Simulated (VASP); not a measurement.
# Ge in VASP: one cell, several levels of theory

What does VASP give for Ge in the diamond structure, under +3.0 % strain along z alone, the cell held fixed? Runs: PBE, r2SCAN.

Program: VASP 6.6.1. PAW datasets, plane waves. Computed at 0 K without zero-point motion; spin polarisation is off.

## (1) Starting point

The cell comes from an earlier relaxation with r2SCAN in another program, then strained, with the atoms relaxed again.

Space group I4_1/amd (No. 141), tetragonal; a = 4.012 Å, c = 5.844 Å in the conventional setting, 23.52 Å³ an atom. Ge has 4 Ge at 2.48 Å.

Structure file:

```xyz
2
Lattice="0.0000 2.8369 2.9220 2.8369 0.0000 2.9220 2.8369 2.8369 0.0000" Properties=species:S:1:pos:R:3 pbc="T T T"
Ge    0.0000    0.0000    0.0000
Ge    1.4184    1.4184    1.4610
```

## (2) PBE

INCAR reads:

```
ENCUT = 520.000000
SIGMA = 0.020000
EDIFF = 1.00e-07
GGA = PE
PREC = Accurate
IBRION = -1
ISIF = 2
ISMEAR = -1
NBANDS = 21
NELM = 120
NSW = 0
LASPH = .TRUE.
LCHARG = .TRUE.
LELF = .TRUE.
LWAVE = .FALSE.
LREAL = .FALSE.
```

KPOINTS reads:

```
KPOINTS created by Atomic Simulation Environment
0
Gamma
8 8 8
0 0 0
```

KPOINTS_OPT reads:

```
special points
7
Reciprocal
0.0000000000 0.0000000000 0.0000000000 1
0.5000000000 0.0000000000 0.5000000000 1
0.6250000000 0.2500000000 0.6250000000 1
0.3750000000 0.3750000000 0.7500000000 1
0.5000000000 0.5000000000 0.5000000000 1
0.5000000000 0.2500000000 0.7500000000 1
0.0000000000 0.0000000000 0.5000000000 1
```

POSCAR reads:

```
Ge
 1.0000000000000000
     0.0000000000000000    2.8368735120999999    2.9219797175000002
     2.8368735120999999    0.0000000000000000    2.9219797175000002
     2.8368735120999999    2.8368735120999999    0.0000000000000000
 Ge
   2
Cartesian
  0.0000000000000000  0.0000000000000000  0.0000000000000000
  1.4184367560499997  1.4184367560499997  1.4609898587499999
```

The run uses the recommended PBE PAW datasets (28 valence electrons a neutral cell).

Launch:

```console
mpirun -np 1 vasp_std
```

## (3) r2SCAN

INCAR reads:

```
ENCUT = 520.000000
SIGMA = 0.020000
EDIFF = 1.00e-07
ALGO = Normal
METAGGA = R2SCAN
PREC = Accurate
IBRION = -1
ISIF = 2
ISMEAR = -1
NBANDS = 21
NELM = 120
NSW = 0
LASPH = .TRUE.
LCHARG = .FALSE.
LWAVE = .FALSE.
LREAL = .FALSE.
```

KPOINTS is that of step 2.

KPOINTS_OPT is that of step 2.

POSCAR is that of step 2.

**Question.** What will these runs give? Wanted: for each run, gap; pressure.

**Answer**, as computed:

| level | gap (eV) | pressure (GPa) |
| --- | --- | --- |
| PBE | -0.02 | 0.94 |
| r2SCAN | 0.00 | -1.82 |

A negative gap is an overlap of bands.

**Reading.** No gap over 0.02 eV opens at any of these levels. The pressure is highest with PBE (0.9 GPa) and lowest with r2SCAN (-1.8 GPa), which orders the cells that they would relax to.
